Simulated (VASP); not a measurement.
Input of a VASP 6.6.1 run:

INCAR

```
SYSTEM = PtS2
ALGO = Fast
EDIFF = 1E-6
EDIFFG = -0.01
ENCUT = 600
GGA = RE
IBRION = 2
ISIF = 3
ISMEAR = -1
IVDW = 12
LASPH = .TRUE.
LCHARG = .FALSE.
LREAL = .FALSE.
LWAVE = .FALSE.
NELM = 60
NSW = 60
PREC = Accurate
SIGMA = 0.05
```

Contents of KPOINTS:

```
k-points
0
G
  9 9 5
  0 0 0
```

POSCAR

```
PtS2
1.0
    3.5432000000      0.0000000000      0.0000000000
   -1.7716000000      3.0685012107      0.0000000000
    0.0000000000      0.0000000000      5.0388000000
Pt S
1 2
Direct
    0.0000000000      0.0000000000      0.0000000000
    0.6666666667      0.3333333333      0.7730000000
    0.3333333333      0.6666666667      0.2270000000
```

Potentials or basis: VASP PAW PBE potentials, release 64 (Pt, S).

Run with:

```console
$ cat potpaw_PBE.64/Pt/POTCAR potpaw_PBE.64/S/POTCAR > POTCAR
$ mpirun -np 1 vasp_std > vasp.out
```

(1) What does it give for the band gap on the k mesh?

(2) What does it give for the dispersion energy per atom?

(3) What does it give for the relaxed cell?

(4) What does it give for the relaxed volume?

Answers

(1) none (metal or under the smearing width).

(2) -0.939 eV.

(3) a = 3.567 Å, b = 3.567 Å, c = 4.465 Å, α = 90.00°, β = 90.00°, γ = 120.00°.

(4) 16.40 Å³/atom.

Caveat: the PAW data sets were made with another functional, which shifts forces and pressure a little; the volume moved by -10 % from the deposited cell, more than functionals usually miss; pairwise dispersion overbinds metals, which lowers pressure and volume.
